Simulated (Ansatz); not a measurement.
Space group I4/mcm (No. 140). a = 6.511 Å, b = 6.511 Å, c = 5.143 Å, α = 90.00°, β = 90.00°, γ = 90.00°
```csv
atom,site,symmetry,x,y,z
Hf,8h,m.2m,0.1567,0.3433,0.0000
Si,4a,422,0.0000,0.0000,0.2500
```

Equation of state of this Hf2Si structure (not necessarily the ground state), with shape and atoms relaxed at each volume where symmetry leaves them free. It has no gap at any of these volumes. All numbers below come from Ansatz 0.2.0, DFT PBEsol, scalar-relativistic, plane waves, PAW.

Settings: cutoff 420 eV, Γ-centred mesh 10×10×10 on the computed 6-atom cell, Gaussian smearing of 0.10 eV; no spin polarisation.

| V (Å³/atom) | E − E(largest V) (meV/atom) | P (GPa) |
| --- | --- | --- |
| 17.078 | 5.79 | 10.33 |
| 17.623 | -19.73 | 4.80 |
| 18.168 | -27.69 | 0.00 |
| 18.713 | -20.43 | -4.15 |
| 19.258 | 0.00 | -7.75 |

**Question.** Fit a third-order Birch–Murnaghan equation to E(V).

**Answer.** V0 = 18.17 Å³/atom, B0 = 149 GPa, B0' = 3.8.

Spin-orbit coupling is left out, which matters for the bands of heavy elements.